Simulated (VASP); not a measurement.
A run of VASP 6.6.1 is set up as follows.

File INCAR:

```
  PREC = Accurate
  ENCUT = 520
  EDIFF = 1E-7
  ISMEAR = -1
  SIGMA = 0.05
  LREAL = False
  LASPH = True
  NELM = 100
  ALGO = Fast
  ISIF = 2
  LWAVE = False
  LCHARG = False
  GGA = CA
```

KPOINTS

```
regular mesh
0
Gamma
  4 4 4
```

POSCAR

```
Ga2O3
1.0
    2.8769363900      0.0000000000      4.4776666700
   -1.4384682000      2.4915000000      4.4776666700
   -1.4384682000     -2.4915000000      4.4776666700
Ga O
4 6
Direct
    0.3554000000      0.3554000000      0.3554000000
    0.1446000000      0.1446000000      0.1446000000
    0.6446000000      0.6446000000      0.6446000000
    0.8554000000      0.8554000000      0.8554000000
    0.5549000000     -0.0549000000      0.2500000000
   -0.0549000000      0.2500000000      0.5549000000
    0.2500000000      0.5549000000     -0.0549000000
    0.4451000000      1.0549000000      0.7500000000
    1.0549000000      0.7500000000      0.4451000000
    0.7500000000      0.4451000000      1.0549000000
```

Potentials or basis: VASP PAW LDA potentials, release 64 (Ga_d, O).

Launch:

```bash
$ cat potpaw_LDA.64/Ga_d/POTCAR potpaw_LDA.64/O/POTCAR > POTCAR
$ mpirun -np 1 vasp_std > vasp.out
```

Estimate the band gap on the k mesh.

2.85 eV, indirect (least direct gap 3.08 eV).

Estimate the largest force.

0.200 eV/Å.

What does it give for the pressure?

-3.4 GPa.

Forces on the atoms (eV/Å):
```
Ga   0.000  0.000 -0.028
Ga   0.000  0.000  0.028
Ga   0.000  0.000  0.028
Ga   0.000  0.000 -0.028
O   -0.173  0.100  0.000
O    0.173  0.100  0.000
O    0.000 -0.200  0.000
O    0.173 -0.100  0.000
O   -0.173 -0.100  0.000
O    0.000  0.200  0.000
```

A k mesh can miss the band edges. Expect the measured gap to be larger: semilocal functionals such as LDA lack the derivative discontinuity.
